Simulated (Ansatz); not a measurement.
# SnO2: the cost of one run

Method: DFT LDA, scalar-relativistic, plane waves, PAW, in Ansatz 0.2.0.

1 further run of the same task is left out (set aside as unsound or not needed).

### Step 1. The structure to begin with

The structure is tetragonal, space group I4_1/amd (No. 141). The conventional cell has a = 3.972 Å, b = 3.972 Å, c = 10.180 Å, α = 90.00°, β = 90.00°, γ = 90.00°. Sn (site symmetry -4m2) is surrounded by 6 O at 2.04 to 2.07 Å. Around O (site symmetry 2mm) lie 3 Sn at 2.04 to 2.07 Å.

As a file:

```cif
data_structure
_symmetry_space_group_name_H-M 'P 1'
_symmetry_Int_Tables_number 1
_cell_length_a 5.8137
_cell_length_b 5.8137
_cell_length_c 5.8137
_cell_angle_alpha 140.048
_cell_angle_beta 140.048
_cell_angle_gamma 57.780
_cell_volume 80.32
loop_
_atom_site_label
_atom_site_type_symbol
_atom_site_fract_x
_atom_site_fract_y
_atom_site_fract_z
_atom_site_occupancy
Sn1 Sn 0.75000 0.25000 0.50000 1
Sn2 Sn 0.00000 0.00000 0.00000 1
O1 O 0.79700 0.79700 0.00000 1
O2 O 0.95300 0.45300 0.50000 1
O3 O 0.20300 0.20300 0.00000 1
O4 O 0.54700 0.04700 0.50000 1
```

It goes back to an entry of the Materials Project, which need not be the stable form.

This cell was relaxed beforehand with the same method: volume 13.39 Å³/atom, gap on the mesh 1.73 eV.

### Step 2. Zero of energy

Reference values: F = -13979.8205 eV; pressure -0.01 GPa; largest force 0.001 eV/Å; gap on the mesh 1.73 eV. It was computed beforehand with the settings of the runs below.

### Step 3. Setting up freezing in a mode

Mode 8 of the phonon run on this cell, counted from the lowest, is frozen in: each atom moves by x times its row below, so x is the largest displacement.

```
atom      ux      uy     uz
 Sn1  -0.003  -0.137  0.000
 Sn2  -0.003  -0.137  0.000
  O3   0.000   1.000  0.000
  O4   0.000   1.000  0.000
  O5   0.020   0.020  0.000
  O6   0.020   0.020  0.000
```

### Step 4. Point x = -0.200 Å

File input.yaml:

```yaml
crystal:
  lattice:
    - [-1.9861130365, 1.9861130365, 5.0901677903]
    - [1.9861130365, -1.9861130365, 5.0901677903]
    - [1.9861130365, 1.9861130365, -5.0901677903]
  atoms:
    - { symbol: Sn, position: [0.7569205781, 0.2501374472, 0.5070580254] }
    - { symbol: Sn, position: [0.0069205781, 0.0001374472, 0.0070580254] }
    - { symbol: O, position: [0.7466479858, 0.7969777232, -0.0503694578] }
    - { symbol: O, position: [0.902652819, 0.4529825564, 0.4496305422] }
    - { symbol: O, position: [0.2020024405, 0.2020024405, -0.0019999521] }
    - { symbol: O, position: [0.5459976073, 0.0459976073, 0.4980000479] }
basis:
  ecutwfc: 420
kpoints:
  mp_grid: { grid: [10, 10, 10] }
hamiltonian:
  xc: lda
scf:
  occupations: { method: gaussian, width: 0.05 }
output:
  forces: true
  stress: true
  eigenvalues: true
```

Command:

```sh
$ ansatz run input.yaml --threads 2 --pin off --max-ram 5120MiB --backend cpu --events-out ev --progress --plain --runs-dir out
```

What time and memory should one allow on 2 threads of Intel Xeon Platinum 8375C at 2.90GHz (Ice Lake), shared host?

About 29 s, with a peak of 0.79 GiB.
